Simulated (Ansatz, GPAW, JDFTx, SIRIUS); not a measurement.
**Co: programs and potentials compared**

```xyz
2
Lattice="2.4874 0.0000 0.0000 -1.2437 2.1541 0.0000 0.0000 0.0000 4.0633" Properties=species:S:1:pos:R:3 pbc="T T T"
Co    0.0000    1.4361    3.0074
Co    1.2437    0.7180    1.0559
```

Alike in all runs: task single point; functional PBEsol; k mesh 12 × 12 × 7; occupations fermi-dirac, width 0.05 eV; collinear spin, ferromagnetic start; no spin-orbit coupling. Pressure is positive in compression and, in plane waves, holds the error of the finite cutoff, which Ansatz's Pulay term estimates and takes out.

| program and potentials | plane-wave cutoff (eV) | notes | pressure (GPa) | net moment per atom (μB) | largest force (eV/Å) |
| --- | --- | --- | --- | --- | --- |
| Ansatz, Ansatz PAW | 420 | potentials made for PBE, which Ansatz adapts in part; 17 valence electrons an atom on average; Pulay term of +0.20 GPa included | -9.33 | 1.63 | 0.443 |
| JDFTx, PseudoDojo-SR-PBEsol-0.4.1-standard with smoothed tails | 1306 | 17 valence electrons an atom on average | -9.34 | 1.63 | 0.442 |
| SIRIUS, PseudoDojo 0.4.1 PBEsol standard (scalar relativistic) | 1307 | 17 valence electrons an atom on average | -9.35 | 1.63 | 0.442 |
| SIRIUS, all-electron FP-LAPW, apw+lo standard | - | - | - | 1.62 | 0.458 |
| GPAW, PAW data sets generated for this functional | 600 | 9 valence electrons an atom on average | -9.01 | 1.63 | 0.480 |
| Ansatz, all-electron LAPW, scalar-relativistic | - | - | -9.40 | 1.63 | 0.439 |

Force on atom 1 (Co), eV/Å:

```
                                        program and potentials      x      y      z
                                            Ansatz, Ansatz PAW  0.000  0.000  0.443
JDFTx, PseudoDojo-SR-PBEsol-0.4.1-standard with smoothed tails  0.000  0.000  0.442
SIRIUS, PseudoDojo 0.4.1 PBEsol standard (scalar relativistic)  0.000  0.000  0.442
                 SIRIUS, all-electron FP-LAPW, apw+lo standard  0.000  0.000  0.458
             GPAW, PAW data sets generated for this functional  0.000  0.000  0.480
                Ansatz, all-electron LAPW, scalar-relativistic  0.000  0.000  0.439
```

The pressure spans -9.40 (Ansatz, all-electron LAPW, scalar-relativistic) to -9.01 GPa (GPAW, PAW data sets generated for this functional), with all-electron results at -9.40. The net moment per atom spans 1.62 (SIRIUS, all-electron FP-LAPW, apw+lo standard) to 1.63 μB (SIRIUS, PseudoDojo 0.4.1 PBEsol standard (scalar relativistic)), with all-electron results at 1.62 to 1.63. The state is the one that the start led to, which needn't be the lowest.

Differences between rows come from potentials, basis sets and numerical settings, since the functional is the same but for its coding. Runs on potential files found faulty are left out.
